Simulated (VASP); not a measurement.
# In (I4/mmm) in VASP: further runs

One crystal, In, is run at these levels: PBE; tasks: relaxation of cell and atoms.

Everything below comes from runs of VASP 6.6.1. Logs are shortened: lines on timing, memory, paths and dates and some standing lists are left out, and cuts for length are marked.

### Step 1. The crystal as given

Symmetry: I4/mmm, No. 139, tetragonal system. Conventional cell: a = 3.251 Å, b = 3.251 Å, c = 4.947 Å, α = 90.00°, β = 90.00°, γ = 90.00°. In (site symmetry 4/mmm) is surrounded by 12 In at 3.25 to 3.38 Å.

### Step 2. Relaxation of cell and atoms, PBE

The input, INCAR:

```
SYSTEM = In
ALGO = Fast ; EDIFF = 1E-7
EDIFFG = -0.15 ; ENCUT = 520
GGA = PE ; IBRION = 2
ISIF = 3 ; ISMEAR = 0
LASPH = .True. ; LCHARG = .False.
LREAL = .False. ; LWAVE = .False.
NELM = 80 ; NSW = 80
PREC = Accurate ; SIGMA = 0.1
```

The input, KPOINTS:

```
k-points
0
Gamma
  18 18 18
  0 0 0
```

The input, POSCAR:

```
In
1.0
   -1.6254700000      1.6254700000      2.4737000000
    1.6254700000     -1.6254700000      2.4737000000
    1.6254700000      1.6254700000     -2.4737000000
In
1
Direct
    0.0000000000      0.0000000000      0.0000000000
```

Potentials or basis: VASP PAW PBE potentials, release 64 (In_d).

Launch:

```bash
cat potpaw_PBE.64/In_d/POTCAR > POTCAR
mpirun -np 1 vasp_std > vasp.out
```

OUTCAR:

```text
SYSTEM = In
   EDIFF = 1E-7
   EDIFFG = -0.15
   ENCUT = 520
   GGA = PE
   IBRION = 2
   ISIF = 3
   ISMEAR = 0
   LASPH = .True.
   LREAL = .False.
   NELM = 80
   NSW = 80
   PREC = Accurate

 ion  position               nearest neighbor table
   1  0.000  0.000  0.000-

  LATTYP: Found a body centered tetragonal cell.
 ALAT       =     3.2509400000
 C/A-ratio  =     1.5218367611

  Lattice vectors:

 A1 = (  -1.6254700000,   1.6254700000,   2.4737000000)
 A2 = (   1.6254700000,  -1.6254700000,   2.4737000000)
 A3 = (   1.6254700000,   1.6254700000,  -2.4737000000)

Analysis of symmetry for initial positions (statically):
=====================================================================
 Subroutine PRICEL returns:
 Original cell was already a primitive cell.

 Routine SETGRP: Setting up the symmetry group for a
 body centered tetragonal supercell.

 Subroutine GETGRP returns: Found 16 space group operations
 (whereof 16 operations were pure point group operations)
 out of a pool of 16 trial point group operations.

The static configuration has the point symmetry D_4h.

Analysis of symmetry for dynamics (positions and initial velocities):
=====================================================================
 Subroutine PRICEL returns:
 Original cell was already a primitive cell.

 Routine SETGRP: Setting up the symmetry group for a
 body centered tetragonal supercell.

 Subroutine GETGRP returns: Found 16 space group operations
 (whereof 16 operations were pure point group operations)
 out of a pool of 16 trial point group operations.

The dynamic configuration has the point symmetry D_4h.

 Subroutine INISYM returns: Found 16 space group operations
 (whereof 16 operations are pure point group operations),
 and found     1 'primitive' translations

----------------------------------------------------------------------------------------

                                     Primitive cell

  volume of cell :      26.1436

  direct lattice vectors                    reciprocal lattice vectors
    -1.625470000  1.625470000  2.473700000     0.000000000  0.307603339  0.202126369
     1.625470000 -1.625470000  2.473700000     0.307603339  0.000000000  0.202126369
     1.625470000  1.625470000 -2.473700000     0.307603339  0.307603339  0.000000000

  length of vectors
     3.376906444  3.376906444  3.376906444     0.368069129  0.368069129  0.435016814

  position of ions in fractional coordinates (direct lattice)
     0.000000000  0.000000000  0.000000000

  ion indices of the primitive-cell ions
   primitive index   ion index
                 1           1

----------------------------------------------------------------------------------------

 KPOINTS: k-points

Automatic generation of k-mesh.
 Grid dimensions read from file:
 generate k-points for:   18   18   18

 Generating k-lattice:

  Cartesian coordinates                     Fractional coordinates (reciprocal lattice)
     0.000000000  0.017089074  0.011229243     0.055555556  0.000000000 -0.000000000
     0.017089074  0.000000000  0.011229243     0.000000000  0.055555556 -0.000000000
     0.017089074  0.017089074  0.000000000     0.000000000  0.000000000  0.055555556

  Length of vectors
     0.020448285  0.020448285  0.024167601

  Shift w.r.t. Gamma in fractional coordinates (k-lattice)
     0.000000000  0.000000000  0.000000000

 Subroutine IBZKPT returns following result:
 ===========================================

[... 47 lines left out ...]
   EDIFF  = 0.1E-06   stopping-criterion for ELM
   LREAL  =      F    real-space projection
   EDIFFG = -.1E+00   stopping-criterion for IOM
   NSW    =     80    number of steps for IOM
   IBRION =      2    ionic relax: 0-MD 1-quasi-New 2-CG
   NFREE  =      1    steps in history (QN), initial steepest desc. (CG)
   ISIF   =      3    stress and relaxation
   ISYM   =      2    0-nonsym 1-usesym 2-fastsym
   POTIM  = 0.5000    time-step for ionic-motion
   TEBEG  =    0.0;   TEEND  =   0.0 temperature during run
   PSTRESS=    0.0 pullay stress
   NELECT =      13.0000    total number of electrons
   NUPDOWN=      -1.0000    fix difference up-down
   EMIN   =  10.00;   EMAX   =-10.00  energy-range for DOS
   EFERMI =   0.00;   METHOD = LEGACY
   ISMEAR =     0;   SIGMA  =   0.10  broadening in eV -4-tet -1-fermi 0-gaus
   EFERMI_NEDOS =   21; number of points for ismear=-14 and -15
   IALGO  =     68    algorithm
   IMIX   =      4    mixing-type and parameters
     AMIX     =   0.40;   BMIX     =  1.00
     AMIX_MAG =   1.60;   BMIX_MAG =  1.00
  volume/ion in A,a.u.               =      26.14       176.43
  Fermi-wavevector in a.u.,A,eV,Ry     =   1.296983  2.450943 22.887245  1.682165
  Thomas-Fermi vector in A             =   2.428405
   LORBIT       =      0    0 simple, 1 ext, 2 COOP (PROOUT), +10 PAW based schemes
   GGA     = PE    functional components
   LHFCALC =     F    Hartree Fock is set to
   AEXX    =    0.0000 exact exchange contribution
   IVDW    =     0    specifies the selected vdW correction
   LEPSILON=     F    determine dielectric tensor
   LRPA    =     F    only Hartree local field effects (RPA)
 conjugate gradient relaxation of ions
 non-spin polarized calculation
 RMM-DIIS sequential band-by-band and
 Gauss-broadening in eV      SIGMA  =   0.10
  energy-cutoff  :      520.00
  volume of cell :       26.14
 maximum number of plane-waves:       722
 NGX is ok and might be reduce to    28
   NGX = 13   NGY = 13   NGZ = 13

--------------------------------------- Ionic step        1  -------------------------------------------

 number of electron      13.0000006 magnetization

 Free energy of the ion-electron system (eV)
  ---------------------------------------------------
  ext. energy  EPLUGINS =         0.00000000
  ---------------------------------------------------
  free energy    TOTEN  =        -2.55163975 eV

  energy without entropy =       -2.54901089  energy(sigma->0) =       -2.55032532

------------------------ aborting loop because EDIFF is reached ----------------------------------------

  FORCE on cell =-STRESS in cart. coord.  units (eV):
  Direction    XX          YY          ZZ          XY          YZ          ZX
  --------------------------------------------------------------------------------------
  -------------------------------------------------------------------------------------
  Total        0.3106082      0.3106082      0.3251329      0.0000000     -0.0000000      0.0000000
  in kB       19.0352498     19.0352498     19.9253771      0.0000000     -0.0000000      0.0000000
  external PRESSURE =      19.3319589 kB  Pullay stress =       0.0000000 kB

 VOLUME and BASIS-vectors are now :
 -----------------------------------------------------------------------------
  energy-cutoff  :      520.00
  volume of cell :       26.14
      direct lattice vectors                 reciprocal lattice vectors
    -1.625470000  1.625470000  2.473700000     0.000000000  0.307603339  0.202126369
     1.625470000 -1.625470000  2.473700000     0.307603339  0.000000000  0.202126369
     1.625470000  1.625470000 -2.473700000     0.307603339  0.307603339  0.000000000

 POSITION                                       TOTAL-FORCE (eV/Angst)
 -----------------------------------------------------------------------------------
      0.00000      0.00000      0.00000        -0.000000      0.000000      0.000000
 -----------------------------------------------------------------------------------
    total drift:                               -0.000000     -0.000000     -0.000000

  FREE ENERGIE OF THE ION-ELECTRON SYSTEM (eV)
  ---------------------------------------------------
  free  energy   TOTEN  =        -2.5516397470 eV

  energy  without entropy=       -2.5490108937  energy(sigma->0) =       -2.55032532

--------------------------------------- Ionic step        2  -------------------------------------------

 number of electron      12.9999997 magnetization

 Free energy of the ion-electron system (eV)
  ---------------------------------------------------
  ext. energy  EPLUGINS =         0.00000000
  ---------------------------------------------------
  free energy    TOTEN  =        -2.55945376 eV

  energy without entropy =       -2.55684687  energy(sigma->0) =       -2.55815032

 E-fermi :   7.0130     XC(G=0): -10.0427

 val. band max:        7.0047018703   @ k =  -0.0556   0.3333   0.0556
 cond. band min:       7.0138694212   @ k =  -0.4444  -0.4444   0.1667
 fundamental gap:      0.0091675509
 Fermi energy:         7.0130041014

 k-point     1 :       0.0000    0.0000    0.0000
  band No.  band energies     occupation
      1      -7.6282      2.00000
      2      -7.5345      2.00000
      3      -7.5345      2.00000
      4      -7.4650      2.00000
      5      -7.3696      2.00000
      6      -2.2154      2.00000
      7      17.1699      0.00000
      8      17.1699      0.00000
      9      17.3198      0.00000
     10      18.5089      0.00000
[... 287 lines left out ...]
 k-point    24 :      -0.2222    0.0556    0.0000
  band No.  band energies     occupation
      1      -7.5826      2.00000
      2      -7.5530      2.00000
      3      -7.4940      2.00000
      4      -7.4231      2.00000
      5      -7.3818      2.00000
      6      -1.2524      2.00000
      7      11.5332      0.00000
      8      15.1371      0.00000
      9      16.3046      0.00000
     10      18.5610      0.00000

 [... further k-points ...]
[... 5 lines left out ...]
  --------------------------------------------------------------------------------------
  -------------------------------------------------------------------------------------
  Total        0.0330859      0.0330859      0.0141649      0.0000000      0.0000000      0.0000000
  in kB        1.9378094      1.9378094      0.8296259      0.0000000      0.0000000      0.0000000
  external PRESSURE =       1.5684149 kB  Pullay stress =       0.0000000 kB

 VOLUME and BASIS-vectors are now :
 -----------------------------------------------------------------------------
  energy-cutoff  :      520.00
  volume of cell :       27.36
      direct lattice vectors                 reciprocal lattice vectors
    -1.649826960  1.649826960  2.512500661     0.000000000  0.303062086  0.199004923
     1.649826960 -1.649826960  2.512500661     0.303062086  0.000000000  0.199004923
     1.649826960  1.649826960 -2.512500661     0.303062086  0.303062086  0.000000000

 POSITION                                       TOTAL-FORCE (eV/Angst)
 -----------------------------------------------------------------------------------
      1.64983     -1.64983      2.51250        -0.000000     -0.000000     -0.000000
 -----------------------------------------------------------------------------------
    total drift:                                0.000000     -0.000000      0.000000

  FREE ENERGIE OF THE ION-ELECTRON SYSTEM (eV)
  ---------------------------------------------------
  free  energy   TOTEN  =        -2.5594537625 eV

  energy  without entropy=       -2.5568468707  energy(sigma->0) =       -2.55815032

 reached required accuracy - stopping structural energy minimisation
```

Wall time 2.3 min (1 thread of Intel Xeon 6975P-C (Granite Rapids), shared host); peak memory 0.26 GiB.

What came out:

- Free energy: -2.5595 eV
- Relaxed volume: 27.36 Å³/atom
- Relaxed cell: a = 3.429 Å, b = 3.429 Å, c = 3.429 Å, α = 122.48°, β = 122.48°, γ = 85.76°
- Space group after relaxing (to 0.05 Å): I4/mmm (No. 139)
- Energy gained by relaxing: 7.8 meV/atom
- Ionic steps: 2
- Pressure after relaxing: 0.2 GPa
- Band gap on the k mesh: none (metal or under the smearing width)

Stress tensor (GPa, compression positive):
```
0.19 0.00 0.00
0.00 0.19 0.00
0.00 0.00 0.08
```

The path:
```tsv
step	energy change (eV)	largest force (eV/Å)	pressure (GPa)	volume (Å³)
1	0.0000	0.0000	1.93	26.14
2	-0.0078	0.0000	0.16	27.36
```

Final structure:
```
CELL_PARAMETERS angstrom
-1.64983 1.64983 2.51250
1.64983 -1.64983 2.51250
1.64983 1.64983 -2.51250
ATOMIC_POSITIONS crystal
In 0.00000 0.00000 0.00000
```

Caveat: the relaxation stopped at a loose force limit of 0.15 eV/Å, so its end isn't a converged minimum.

### Step 3. Relaxation of cell and atoms, PBE

This run uses another cell than the first one, of 27.36 Å³/atom, 1.046 times its volume.

INCAR is that of step 2.

KPOINTS is that of step 2.

The input, POSCAR:

```
In                                      
1.0
   -1.6498269603      1.6498269603      2.5125006612
    1.6498269603     -1.6498269603      2.5125006612
    1.6498269603      1.6498269603     -2.5125006612
  In            
     1
Direct
     0.0000000000000000    1.0000000000000000    0.0000000000000000
```

Potentials or basis: VASP PAW PBE potentials, release 64 (In_d).

Launch:

```bash
cat potpaw_PBE.64/In_d/POTCAR > POTCAR
mpirun -np 1 vasp_std > vasp.out
```

It took 85 s on 1 thread of Intel Xeon 6975P-C (Granite Rapids), shared host; peak memory 0.26 GiB.

Results (log left out):

- Free energy: -2.5600 eV
- Pressure after relaxing: 0.2 GPa
- Band gap on the k mesh: none (metal or under the smearing width)

Stress tensor (GPa, compression positive):
```
0.20 0.00 0.00
0.00 0.20 0.00
0.00 0.00 0.08
```

Final structure:
```yaml
crystal:
  lattice:
    - [-1.64983, 1.64983, 2.51250]
    - [1.64983, -1.64983, 2.51250]
    - [1.64983, 1.64983, -2.51250]
  atoms:
    - { symbol: In, position: [0.00000, 0.00000, 0.00000] }
```

Levels at points of the mesh, in eV from the Fermi level:
```csv
k point,band 2,band 3,band 4,band 5,band 6,band 7,band 8,band 9,band 10
"(0.00, 0.00, 0.00)",-14.55,-14.55,-14.48,-14.38,-9.23,10.16,10.16,10.31,11.50
"(0.50, 0.00, 0.00)",-14.61,-14.53,-14.31,-14.27,-4.27,-3.17,7.28,8.84,11.08
"(0.50, 0.50, 0.00)",-14.69,-14.31,-14.29,-14.21,-1.81,-1.74,3.45,3.88,6.81
"(0.50, 0.50, 0.50)",-14.68,-14.29,-14.27,-14.27,-2.97,-2.50,4.63,4.63,7.95
```

Caveat: the relaxation stopped at its first step, so nothing moved; the relaxation stopped at a loose force limit of 0.15 eV/Å, so its end isn't a converged minimum.
